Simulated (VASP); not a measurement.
TiSi2:

```
Ti Si
1.0
     0.00000    4.11752    4.26290
     2.38951    0.00000    4.26290
     2.38951    4.11752    0.00000
Ti Si
2 4
Direct
  0.75000 0.75000 0.75000
  0.50000 0.50000 0.50000
  0.41257 0.08743 0.41257
  0.08743 0.41257 0.08743
  0.16257 0.83743 0.16257
  0.83743 0.16257 0.83743
```

The cell is a database's computed one.

Base run:

```yaml
Program: VASP 6.6.1
Functional: PBE
Potentials_or_basis: VASP PAW PBE potentials, release 64 (Ti_sv, Si)
Cutoff: 520 eV
k_mesh: 7 × 7 × 7
Occupations: gaussian, width 0.014 eV
Spin: no spin polarisation
```

Its results: band gap on the k mesh none (metal or under the smearing width); pressure 2.0 GPa; largest force 0.013 eV/Å.

**Question.** The run is repeated on the same cell with these changes: functional from PBE to PBEsol; occupations from gaussian, width 0.014 eV to gaussian, width 0.02 eV. What comes out?

**Answer.** Band gap on the k mesh none (metal or under the smearing width); pressure -1.8 GPa; largest force 0.044 eV/Å.

Caveats: the PAW data sets were made with another functional, which shifts forces and pressure a little (some runs).
